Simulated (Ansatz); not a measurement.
Crystal: TiSi2.

```xyz
3
Lattice="4.3746 0.0000 0.0000 -2.1873 3.7885 0.0000 0.0000 0.0000 2.5610" Properties=species:S:1:pos:R:3 pbc="T T T"
Ti    0.0000    0.0000    0.0000
Si    0.0000    2.5257    1.2805
Si    2.1873    1.2628    1.2805
```

The cell was built by a generator and needn't be a form met in nature.

Program: Ansatz 0.2.0. Alike in all runs: task projected density of states; potentials or basis Ansatz PAW; no spin polarisation; cell as given; smearing fermi-dirac 0.05 eV. Hardware: 2 threads of Arm Neoverse V1 (shared host).

Task: Order these runs on this cell by their wall time, lowest first.
A. level LDA+U; U Ti d U = 1 eV; k mesh 7 × 7 × 10; cutoff (eV) 420; hubbard projectors ortho-atomic (the default); double counting fll (the default); mesh quality not flagged
B. level LDA; k mesh 4 × 4 × 6; cutoff (eV) 420; mesh quality coarse
C. level r2SCAN0; k mesh 4 × 4 × 6; cutoff (eV) 500; mesh quality coarse

Result: B (1.3 s), A (4.6 s), C (24 s).

Caveats: some runs use coarse meshes; the density of states is complete only up to the lowest level of the last band computed; U without spin polarisation on a metal has little footing (some runs); the U is typed as a test and isn't derived for this compound (some runs).
